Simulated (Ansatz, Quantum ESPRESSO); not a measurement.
# Screening and band shifts of H-BN-H chair, 1 layer, part 3 of 6

Wanted: polarisability and gap of H-BN-H chair, 1 layer against a perpendicular field.

Quantum ESPRESSO 7.5; plane-wave DFT, vdW-DF-cx, GBRV ultrasoft pseudopotentials made under PBE; geometry and cross-check by Ansatz 0.2.0 with PAW datasets.

So far. Step 3 (SCF with pw.x: no field): The run needed 12 iterations to bring the estimated error under 1e-09 Ry; the largest force on any atom, held or free, is 0.46 eV/Å. Step 4 (Potential by pp.x): The vacuum is flat to 0.1 meV/Å, so its level is well defined. Inside the slab the curve depends on the local part of the pseudopotentials; only the vacuum level has a meaning of its own.

### 5. Band structure: no field

A bands run reads the converged density and follows the path given under K_POINTS.

f0.bands.in

```
&control
  prefix = 'f0.bands'
  outdir = './out'
  pseudo_dir = './pseudo'
  calculation = 'bands'
  tefield = .true.
  dipfield = .true.
/
&system
  ibrav = 0
  nat = 4
  ntyp = 3
  ecutwfc = 40
  ecutrho = 200
  input_dft = 'vdw-df-cx'
  occupations = 'smearing'
  smearing = 'fd'
  degauss = 0.004
  edir = 3
  emaxpos = 0.97
  eopreg = 0.04
  eamp = 0.0
  nbnd = 11
/
&electrons
  conv_thr = 1e-07
  mixing_beta = 0.4
  electron_maxstep = 120
  mixing_mode = 'local-TF'
/
ATOMIC_SPECIES
  H   1.0080  h_pbe_v1.4.uspp.F.UPF
  N   14.0070  n_pbe_v1.2.uspp.F.UPF
  B   10.8100  b_pbe_v1.4.uspp.F.UPF
CELL_PARAMETERS angstrom
  2.59257515293350 0.00000000000000 0.00000000000000
  -1.29628757646675 2.24523594366074 0.00000000000000
  0.00000000000000 0.00000000000000 19.68666666670000
ATOMIC_POSITIONS crystal
  H   0.666666666667 0.333333333333 0.430616446185
  N   0.666666666667 0.333333333333 0.483166682768
  B   0.333333333333 0.666666666667 0.509373097598
  H   0.333333333333 0.666666666667 0.570240319349
K_POINTS crystal_b
4
  0.0000000000 0.0000000000 0.0000000000 14
  0.5000000000 0.0000000000 0.0000000000 14
  0.3333333333 0.3333333333 0.0000000000 14
  0.0000000000 0.0000000000 0.0000000000 1
```

The run is started by

```bash
$ cp -r out/f0.save out/f0.bands.save
$ cp out/f0.xml out/f0.bands.xml
$ OMP_NUM_THREADS=1 mpirun -n 4 pw.x -nk 4 -in f0.bands.in > f0.bands.out
```

The log of the run:

```text
[banner, memory and clock lines left out]
Program PWSCF v.7.5 starts

          URL

     Presently no symmetry can be used with electric field

     IMPORTANT: XC functional enforced from input :
     Exchange-correlation= VDW-DF-CX
                           (   1   4  27   0   1   0   0)
     Any further DFT definition will be discarded
     Please, verify this is what you really want

     Atomic positions and unit cell read from directory:
     ./out/f0.bands.save/

     G-vector sticks info

     bravais-lattice index     =            0
     lattice parameter (alat)  =       4.8993  a.u.
     unit-cell volume          =     773.3251 (a.u.)^3
     number of atoms/cell      =            4
     number of atomic types    =            3
     number of electrons       =        10.00
     number of Kohn-Sham states=           11
     kinetic-energy cutoff     =      40.0000  Ry
     charge density cutoff     =     200.0000  Ry
     Exchange-correlation= VDW-DF-CX
                           (   1   4  27   0   1   0   0)

     celldm(1)=   4.899257  celldm(2)=   0.000000  celldm(3)=   0.000000
     celldm(4)=   0.000000  celldm(5)=   0.000000  celldm(6)=   0.000000

     crystal axes: (cart. coord. in units of alat)
               a(1) = (   1.000000   0.000000   0.000000 )
               a(2) = (  -0.500000   0.866025   0.000000 )
               a(3) = (   0.000000   0.000000   7.593480 )

     reciprocal axes: (cart. coord. in units 2 pi/alat)
               b(1) = (  1.000000  0.577350 -0.000000 )
               b(2) = (  0.000000  1.154701  0.000000 )
               b(3) = (  0.000000 -0.000000  0.131692 )

     PseudoPot. # 1 for H  read from file:
     ./pseudo/h_pbe_v1.4.uspp.F.UPF
     Pseudo is Ultrasoft, Zval =  1.0
     Generated by new atomic code, or converted to UPF format
     Using radial grid of  615 points,  2 beta functions with:
                l(1) =   0
                l(2) =   0
     Q(r) pseudized with  8 coefficients,  rinner =    0.700

     PseudoPot. # 2 for N  read from file:
     ./pseudo/n_pbe_v1.2.uspp.F.UPF
     Pseudo is Ultrasoft + core correction, Zval =  5.0
     Generated by new atomic code, or converted to UPF format
     Using radial grid of  729 points,  4 beta functions with:
                l(1) =   0
                l(2) =   0
                l(3) =   1
                l(4) =   1
     Q(r) pseudized with  8 coefficients,  rinner =    0.900   0.900   0.900

     PseudoPot. # 3 for B  read from file:
     ./pseudo/b_pbe_v1.4.uspp.F.UPF
     Pseudo is Ultrasoft + core correction, Zval =  3.0
     Generated by new atomic code, or converted to UPF format
     Using radial grid of  781 points,  4 beta functions with:
                l(1) =   0
                l(2) =   0
                l(3) =   1
                l(4) =   1
     Q(r) pseudized with  8 coefficients,  rinner =    1.100   1.100   1.100

     atomic species   valence    mass     pseudopotential
     H                 1.00     1.00800     H ( 1.00)
     N                 5.00    14.00700     N ( 1.00)
     B                 3.00    10.81000     B ( 1.00)

     No symmetry found

   Cartesian axes

     site n.     atom                  positions (alat units)
         1        H      tau(   1) = (   0.5000000   0.2886751   3.2698772  )
         2        N      tau(   2) = (   0.5000000   0.2886751   3.6689164  )
         3        B      tau(   3) = (  -0.0000000   0.5773503   3.8679143  )
         4        H      tau(   4) = (  -0.0000000   0.5773503   4.3301083  )

     number of k points=    43  Fermi-Dirac smearing, width (Ry)=  0.0040
                       cart. coord. in units 2pi/alat
        k(    1) = (   0.0000000   0.0000000   0.0000000), wk =   0.0465116
        k(    2) = (   0.0357143   0.0206197   0.0000000), wk =   0.0465116
        k(    3) = (   0.0714286   0.0412393   0.0000000), wk =   0.0465116
        k(    4) = (   0.1071429   0.0618590   0.0000000), wk =   0.0465116
        k(    5) = (   0.1428571   0.0824786   0.0000000), wk =   0.0465116
        k(    6) = (   0.1785714   0.1030983   0.0000000), wk =   0.0465116
        k(    7) = (   0.2142857   0.1237179   0.0000000), wk =   0.0465116
        k(    8) = (   0.2500000   0.1443376   0.0000000), wk =   0.0465116
        k(    9) = (   0.2857143   0.1649572   0.0000000), wk =   0.0465116
        k(   10) = (   0.3214286   0.1855769   0.0000000), wk =   0.0465116
        k(   11) = (   0.3571429   0.2061965   0.0000000), wk =   0.0465116
        k(   12) = (   0.3928571   0.2268162   0.0000000), wk =   0.0465116
        k(   13) = (   0.4285714   0.2474358   0.0000000), wk =   0.0465116
        k(   14) = (   0.4642857   0.2680555   0.0000000), wk =   0.0465116
        k(   15) = (   0.5000000   0.2886751   0.0000000), wk =   0.0465116
        k(   16) = (   0.4880952   0.3092948   0.0000000), wk =   0.0465116
        k(   17) = (   0.4761905   0.3299144   0.0000000), wk =   0.0465116
        k(   18) = (   0.4642857   0.3505341   0.0000000), wk =   0.0465116
        k(   19) = (   0.4523810   0.3711537   0.0000000), wk =   0.0465116
        k(   20) = (   0.4404762   0.3917734   0.0000000), wk =   0.0465116
        k(   21) = (   0.4285714   0.4123930   0.0000000), wk =   0.0465116
        k(   22) = (   0.4166667   0.4330127   0.0000000), wk =   0.0465116
        k(   23) = (   0.4047619   0.4536324   0.0000000), wk =   0.0465116
        k(   24) = (   0.3928571   0.4742520   0.0000000), wk =   0.0465116
        k(   25) = (   0.3809524   0.4948717   0.0000000), wk =   0.0465116
        k(   26) = (   0.3690476   0.5154913   0.0000000), wk =   0.0465116
        k(   27) = (   0.3571429   0.5361110   0.0000000), wk =   0.0465116
        k(   28) = (   0.3452381   0.5567306   0.0000000), wk =   0.0465116
        k(   29) = (   0.3333333   0.5773503   0.0000000), wk =   0.0465116
        k(   30) = (   0.3095238   0.5361110   0.0000000), wk =   0.0465116
        k(   31) = (   0.2857143   0.4948717   0.0000000), wk =   0.0465116
        k(   32) = (   0.2619048   0.4536324   0.0000000), wk =   0.0465116
        k(   33) = (   0.2380952   0.4123930   0.0000000), wk =   0.0465116
        k(   34) = (   0.2142857   0.3711537   0.0000000), wk =   0.0465116
        k(   35) = (   0.1904762   0.3299144   0.0000000), wk =   0.0465116
        k(   36) = (   0.1666667   0.2886751   0.0000000), wk =   0.0465116
        k(   37) = (   0.1428571   0.2474358   0.0000000), wk =   0.0465116
        k(   38) = (   0.1190476   0.2061965   0.0000000), wk =   0.0465116
        k(   39) = (   0.0952381   0.1649572   0.0000000), wk =   0.0465116
        k(   40) = (   0.0714286   0.1237179   0.0000000), wk =   0.0465116
[...]
Computed dipole along edir(3) :
        Dipole               -0.2654 Ry au,         -0.6745 Debye
        Dipole field         -0.0043 Ry au,

        Potential amp.        0.3080 Ry
        Total length         35.7143 bohr

     Starting wfcs are   10 randomized atomic wfcs +    1 random wfcs

     Band Structure Calculation
     Davidson diagonalization with overlap

     ethr =  1.00E-09,  avg # of iterations = 42.9

     End of band structure calculation

          k = 0.0000 0.0000 0.0000 (  3267 PWs)   bands (ev):

   -21.5760 -12.3141  -5.7839  -4.1463  -4.1463  -1.6341  -0.3468   1.2537
     2.7870   3.5718   4.3740

          k = 0.0357 0.0206 0.0000 (  3251 PWs)   bands (ev):

   -21.5527 -12.2918  -5.7672  -4.2656  -4.1860  -1.6012  -0.3111   1.2883
     2.8234   3.6012   4.4112

          k = 0.0714 0.0412 0.0000 (  3241 PWs)   bands (ev):

   -21.4829 -12.2254  -5.7197  -4.6040  -4.3004  -1.5029  -0.2041   1.3921
     2.9324   3.6883   4.5222

          k = 0.1071 0.0619 0.0000 (  3249 PWs)   bands (ev):

   -21.3677 -12.1165  -5.6560  -5.1052  -4.4774  -1.3400  -0.0260   1.5646
     3.1132   3.8303   4.7057

          k = 0.1429 0.0825 0.0000 (  3283 PWs)   bands (ev):

   -21.2087 -11.9679  -5.8473  -5.4508  -4.7001  -1.1138   0.2231   1.8052
     3.3639   4.0220   4.9598

          k = 0.1786 0.1031 0.0000 (  3279 PWs)   bands (ev):

   -21.0084 -11.7840  -6.5318  -5.3616  -4.9507  -0.8262   0.5429   2.1124
     3.6804   4.2547   5.2798

          k = 0.2143 0.1237 0.0000 (  3287 PWs)   bands (ev):

   -20.7706 -11.5717  -7.2860  -5.2296  -5.2123  -0.4796   0.9332   2.4840
     4.0502   4.5158   5.6247

          k = 0.2500 0.1443 0.0000 (  3279 PWs)   bands (ev):

   -20.5005 -11.3420  -8.0453  -5.4706  -5.0952  -0.0773   1.3933   2.9157
     4.4240   4.8080   5.7579

          k = 0.2857 0.1650 0.0000 (  3276 PWs)   bands (ev):

   -20.2057 -11.1156  -8.7682  -5.7137  -4.9739   0.3769   1.9223   3.3971
     4.6720   5.2075   5.9187

          k = 0.3214 0.1856 0.0000 (  3290 PWs)   bands (ev):

   -19.8968 -10.9401  -9.3932  -5.9325  -4.8781   0.8778   2.5176   3.8967
     4.8121   5.7034   6.2513

          k = 0.3571 0.2062 0.0000 (  3312 PWs)   bands (ev):

   -19.5889 -10.9379  -9.7870  -6.1198  -4.8156   1.4187   3.1713   4.3092
     5.0567   6.1793   6.7640

          k = 0.3929 0.2268 0.0000 (  3308 PWs)   bands (ev):

   -19.3025 -11.1999  -9.8489  -6.2704  -4.7868   1.9881   3.8440   4.5590
     5.5635   6.5659   7.0981

          k = 0.4286 0.2474 0.0000 (  3302 PWs)   bands (ev):

   -19.0642 -11.5360  -9.7581  -6.3805  -4.7834   2.5598   4.3123   4.9778
     6.1842   6.3052   7.0741

          k = 0.4643 0.2681 0.0000 (  3304 PWs)   bands (ev):

   -18.9039 -11.7811  -9.6677  -6.4475  -4.7908   3.0587   4.4762   5.5758
     5.8222   6.8187   7.4499

          k = 0.5000 0.2887 0.0000 (  3288 PWs)   bands (ev):

   -18.8470 -11.8691  -9.6328  -6.4700  -4.7953   3.2844   4.5522   5.3082
     6.6032   6.7223   7.1964

          k = 0.4881 0.3093 0.0000 (  3310 PWs)   bands (ev):

   -18.8426 -11.8610  -9.6292  -6.5100  -4.7922   3.3064   4.5600   5.3394
     6.6202   6.7343   7.2050

          k = 0.4762 0.3299 0.0000 (  3310 PWs)   bands (ev):

   -18.8295 -11.8369  -9.6187  -6.6271  -4.7831   3.3697   4.5831   5.4304
     6.6722   6.7704   7.2309

          k = 0.4643 0.3505 0.0000 (  3315 PWs)   bands (ev):

   -18.8080 -11.7968  -9.6015  -6.8132  -4.7688   3.4672   4.6197   5.5729
     6.7615   6.8312   7.2735

          k = 0.4524 0.3712 0.0000 (  3323 PWs)   bands (ev):

   -18.7786 -11.7408  -9.5784  -7.0566  -4.7499   3.5903   4.6675   5.7505
     6.8847   6.9243   7.3330

          k = 0.4405 0.3918 0.0000 (  3335 PWs)   bands (ev):

   -18.7423 -11.6692  -9.5503  -7.3443  -4.7275   3.7317   4.7229   5.9385
     7.0062   7.0847   7.4137

          k = 0.4286 0.4124 0.0000 (  3323 PWs)   bands (ev):

   -18.7002 -11.5823  -9.5185  -7.6626  -4.7027   3.8864   4.7812   6.1111
     7.1350   7.2790   7.5366

          k = 0.4167 0.4330 0.0000 (  3333 PWs)   bands (ev):

   -18.6536 -11.4805  -9.4853  -7.9984  -4.6769   4.0513   4.8362   6.2521
     7.2819   7.4438   7.7363

          k = 0.4048 0.4536 0.0000 (  3339 PWs)   bands (ev):

   -18.6043 -11.3644  -9.4542  -8.3382  -4.6513   4.2237   4.8813   6.3603
     7.4470   7.5864   7.9774

          k = 0.3929 0.4743 0.0000 (  3351 PWs)   bands (ev):

   -18.5544 -11.2350  -9.4327  -8.6656  -4.6274   4.3990   4.9123   6.4480
     7.6305   7.7416   8.2008

          k = 0.3810 0.4949 0.0000 (  3357 PWs)   bands (ev):

   -18.5065 -11.0940  -9.4432  -8.9504  -4.6064   4.5657   4.9348   6.5323
     7.8335   7.9094   8.3823

          k = 0.3690 0.5155 0.0000 (  3349 PWs)   bands (ev):

   -18.4634 -10.9447  -9.5444  -9.1251  -4.5894   4.6916   4.9792   6.6225
     8.0153   8.0845   8.5168

          k = 0.3571 0.5361 0.0000 (  3359 PWs)   bands (ev):

   -18.4283 -10.7944  -9.7393  -9.1749  -4.5772   4.7394   5.0807   6.7111
     8.0143   8.3319   8.6683

          k = 0.3452 0.5567 0.0000 (  3369 PWs)   bands (ev):

   -18.4047 -10.6638  -9.9236  -9.1799  -4.5700   4.7420   5.1949   6.7712
     7.9067   8.6075   8.8839

          k = 0.3333 0.5774 0.0000 (  3375 PWs)   bands (ev):

   -18.3961 -10.6059 -10.0031  -9.1785  -4.5677   4.7393   5.2479   6.7841
     7.8530   8.8407   9.0095

          k = 0.3095 0.5361 0.0000 (  3359 PWs)   bands (ev):

   -18.4365 -10.7484  -9.7626  -9.1924  -4.5753   4.6931   5.0446   6.8782
     7.6682   8.2183   8.7744

          k = 0.2857 0.4949 0.0000 (  3347 PWs)   bands (ev):

   -18.5677 -10.8722  -9.4061  -9.1687  -4.5935   4.0933   5.1129   6.4871
     7.2602   7.6877   8.6184

          k = 0.2619 0.4536 0.0000 (  3349 PWs)   bands (ev):

   -18.7913 -10.8541  -9.4229  -8.7444  -4.6190   3.2772   5.4102   5.4292
     6.6875   7.3016   8.4276

          k = 0.2381 0.4124 0.0000 (  3333 PWs)   bands (ev):

   -19.0909 -10.7452  -9.4947  -8.2004  -4.6561   2.4732   4.4106   5.7242
     5.8570   6.8142   7.7700

          k = 0.2143 0.3712 0.0000 (  3305 PWs)   bands (ev):

   -19.4396 -10.7011  -9.3944  -7.6278  -4.7153   1.7252   3.5034   4.9070
     5.9937   6.4520   6.9070

          k = 0.1905 0.3299 0.0000 (  3269 PWs)   bands (ev):

   -19.8091 -10.8347  -9.0113  -7.0469  -4.8056   1.0452   2.6932   4.1518
     5.4972   6.1127   6.7172

          k = 0.1667 0.2887 0.0000 (  3279 PWs)   bands (ev):

   -20.1751 -11.0783  -8.4205  -6.4754  -4.9285   0.4365   1.9799   3.4820
     4.9672   5.4426   6.7155

          k = 0.1429 0.2474 0.0000 (  3289 PWs)   bands (ev):

   -20.5190 -11.3535  -7.7114  -5.9343  -5.0736  -0.0992   1.3625   2.8975
     4.4527   4.9130   6.1126

          k = 0.1190 0.2062 0.0000 (  3271 PWs)   bands (ev):

   -20.8269 -11.6204  -6.9418  -5.4692  -5.1990  -0.5596   0.8405   2.3993
     3.9703   4.5021   5.5890

          k = 0.0952 0.1650 0.0000 (  3277 PWs)   bands (ev):

   -21.0893 -11.8576  -6.1673  -5.4202  -4.9592  -0.9418   0.4133   1.9889
     3.5536   4.1743   5.1556

          k = 0.0714 0.1237 0.0000 (  3261 PWs)   bands (ev):

   -21.2992 -12.0522  -5.6448  -5.3238  -4.6164  -1.2425   0.0809   1.6682
     3.2212   3.9158   4.8158

          k = 0.0476 0.0825 0.0000 (  3249 PWs)   bands (ev):

   -21.4521 -12.1962  -5.6999  -4.7378  -4.3580  -1.4593  -0.1566   1.4382
     2.9808   3.7268   4.5714

          k = 0.0238 0.0412 0.0000 (  3253 PWs)   bands (ev):

   -21.5449 -12.2844  -5.7618  -4.3040  -4.1996  -1.5903  -0.2992   1.2999
     2.8355   3.6109   4.4236

          k = 0.0000 0.0000 0.0000 (  3267 PWs)   bands (ev):

   -21.5760 -12.3141  -5.7839  -4.1463  -4.1463  -1.6341  -0.3468   1.2537
     2.7870   3.5718   4.3740

     XML data file, pseudopotentials, collected wavefunctions

                                        0.00s GPU  (     488 calls)

Note: The following floating-point exceptions are signalling: IEEE_UNDERFLOW_FLAG
Note: The following floating-point exceptions are signalling: IEEE_UNDERFLOW_FLAG
Note: The following floating-point exceptions are signalling: IEEE_UNDERFLOW_FLAG
Note: The following floating-point exceptions are signalling: IEEE_UNDERFLOW_FLAG
```

Elapsed: 19 s, on 4 MPI ranks of Arm Neoverse V1, shared host; peak memory 0.27 GiB; 75 s of CPU time.

Read from the output:

- conduction bottom, on the run's zero: -1.634 eV
- gap by band count: 2.512 eV

Band numbers count within the set of bands kept for display. Electronic bands along the path, in eV, zero at the highest filled level of the SCF mesh; v1 is the highest filled band, c1 the lowest empty one:

```
  point     v4     v3     v2     v1    c1    c2     c3     c4
      Γ  -8.17  -1.64   0.00   0.00  2.51  3.80   5.40   6.93
halfway  -7.20  -3.90  -1.32  -0.95  4.07  5.54   7.06   8.57
      M  -7.72  -5.49  -2.32  -0.65  7.43  8.70   9.45  10.75
halfway  -7.33  -5.34  -3.85  -0.53  8.20  8.98  10.40  11.43
      K  -6.46  -5.86  -5.03  -0.42  8.89  9.39  10.93  12.00
halfway  -6.93  -4.27  -2.33  -0.78  4.58  6.13   7.63   9.11
      Γ  -8.17  -1.64   0.00   0.00  2.51  3.80   5.40   6.93
```

The electronic bands as a text plot (rows in eV, shown from -8.0 to 6.9 only):

```
    6.6 |+       ++  ++   +                    ++  +    +       +
    6.0 |    ++++   +   ++                       ++ ++   ++++
    5.4 |++++    +++   +                           +  ++     ++++
    4.8 |       +   +++                             ++  +++
    4.1 | ++++++   +                                  ++   +++++
    3.5 |+      +++                                     +++     +
    2.9 |  +++++                                           +++
    2.3 |++                                                   +++
    1.6 |
    1.0 |
    0.4 |
   -0.2 |*****                     **************          ******
   -0.8 |    **********************              **********  *
   -1.5 |********  **                                   *********
   -2.1 |       *    **********                     **** **
   -2.7 |                      **                  *    *
   -3.3 |        **              **              **   **
   -4.0 |          *               **          **
   -4.6 |           *                *        *    ***
   -5.2 |            **      **********************
   -5.8 |              ******          *****
   -6.4 |                              *************
   -7.1 |          *******         ****             ****
   -7.7 |    ******       *********                     *****
         Γ                   M           K                      Γ
```

Along this path the valence top lies at Γ and the conduction bottom at Γ.

[end of part 3 of 6]

[Logs are printed without paths, hosts, clocks, repeated set-up lines and the standing remarks that a program may print on its own settings, such as how far it seeks lower states.]

[Hosts, paths, dates, database ids (printed as entryN), source tags and the programs' standing remarks are cut or masked in the printed files.]

[Maps of the electrostatic potential energy from Ansatz leave out the sawtooth potential of an applied field or a dipole correction, so their vacuum need not be flat; planar profiles and work functions include it.]
